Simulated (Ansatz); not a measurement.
SnO2 (Cassiterite):

```
CELL_PARAMETERS angstrom
4.73800 0.00000 0.00000
0.00000 4.73800 0.00000
0.00000 0.00000 3.18650
ATOMIC_POSITIONS crystal
Sn 0.50000 0.50000 0.50000
Sn 0.00000 0.00000 0.00000
O 0.80710 0.19290 0.50000
O 0.69290 0.69290 0.00000
O 0.19290 0.80710 0.50000
O 0.30710 0.30710 0.00000
```

Base run:

| Property | Result |
| --- | --- |
| Program | Ansatz 0.2.0 |
| Functional | LDA |
| Potentials or basis | Ansatz PAW |
| Cutoff | 420 eV (not typed: the program's choice for these potentials) |
| k mesh | 5 × 5 × 6 |
| Occupations | fermi-dirac, width 0.05 eV |
| Spin | spin-orbit coupling, no magnetisation |

Its results: band gap on the k mesh 1.14 eV, direct; pressure -0.8 GPa; largest force 0.153 eV/Å.

**Question.** The run is repeated on the same cell with these changes: functional from LDA to PBE. What comes out?

**Answer.** Band gap on the k mesh 1.29 eV, direct; pressure 11.0 GPa; largest force 0.273 eV/Å.

PBE binds less tightly than LDA, so the same cell stands under more pressure.

Caveats: the PAW data sets come from PBE, with cores solved anew for the run's functional, which leaves a small shift of forces and pressure (some runs).
